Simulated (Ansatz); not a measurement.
**Optical constants of Al**

Level of theory: DFT PBE+D3(BJ), scalar-relativistic, plane waves, PAW in Ansatz. Plane waves to 420 eV; Γ-centred k mesh 18×18×10; Fermi-Dirac smearing of 0.15 eV. No spin polarisation.

The cell, relaxed at this level:
```
Al
1.0
     2.81697    0.00000    0.00000
    -1.40848    2.43957    0.00000
     0.00000    0.00000    4.63660
Al
2
Direct
  0.66667 0.33333 0.75000
  0.33333 0.66667 0.25000
```

In a metal these results depend on the k mesh and the smearing.

Independent-particle response (no local fields, no excitons) on a 30×30×16 mesh, broadened by 0.1 eV; the Drude term is undamped and its weight carries the smearing above, which sets much of it in a semimetal. The run couldn't bound its error over part or most of this range, so small peaks and near ties are unsure. Light polarised along z. ε₁ lacks the small share of bands above those solved.

Q: Tabulate n, κ, the reflectivity and the absorption coefficient against photon energy.

A:
```tsv
E (eV)	n	κ	R	α (10⁵ cm⁻¹)
0.3	0.24	43.32	1.00	13.17
0.6	1.75	21.31	0.98	12.96
0.9	3.09	14.39	0.94	13.12
1.2	1.65	12.55	0.96	15.27
1.5	1.01	10.13	0.96	15.40
1.8	0.64	8.48	0.97	15.48
2.1	0.44	7.26	0.97	15.46
2.4	0.32	6.33	0.97	15.41
2.7	0.24	5.60	0.97	15.33
3.0	0.20	5.01	0.97	15.24
3.3	0.17	4.53	0.97	15.15
3.6	0.14	4.13	0.97	15.06
3.9	0.14	3.78	0.97	14.94
4.2	0.14	3.49	0.96	14.86
4.5	0.13	3.25	0.95	14.82
4.8	0.12	3.04	0.95	14.79
5.1	0.11	2.85	0.95	14.71
5.4	0.10	2.67	0.95	14.61
5.7	0.09	2.51	0.95	14.52
6.0	0.08	2.37	0.95	14.40
6.3	0.08	2.24	0.95	14.28
6.6	0.07	2.12	0.95	14.15
6.9	0.07	2.00	0.95	14.01
7.2	0.06	1.90	0.95	13.86
7.5	0.06	1.80	0.95	13.70
7.8	0.06	1.71	0.94	13.53
8.1	0.05	1.63	0.94	13.35
8.4	0.05	1.55	0.94	13.16
8.7	0.05	1.47	0.94	12.97
9.0	0.05	1.40	0.93	12.77
9.3	0.05	1.33	0.93	12.55
9.6	0.05	1.27	0.93	12.32
9.9	0.05	1.21	0.92	12.10
10.2	0.05	1.15	0.92	11.87
10.5	0.05	1.09	0.92	11.62
10.8	0.04	1.04	0.92	11.34
11.1	0.04	0.98	0.92	11.04
11.4	0.04	0.93	0.92	10.72
11.7	0.04	0.88	0.92	10.38
12.0	0.04	0.82	0.91	10.03
```

Q: Where is the highest local maximum of ε₂ between 0.3 and 12 eV?

A: At 0.9 eV, where ε₂ = 89.0.

This form isn't the element's structure at ambient conditions.

Cost: 1 run of about 3.4 core-minutes, on Intel Xeon Platinum 8488C (Sapphire Rapids) (shared hosts).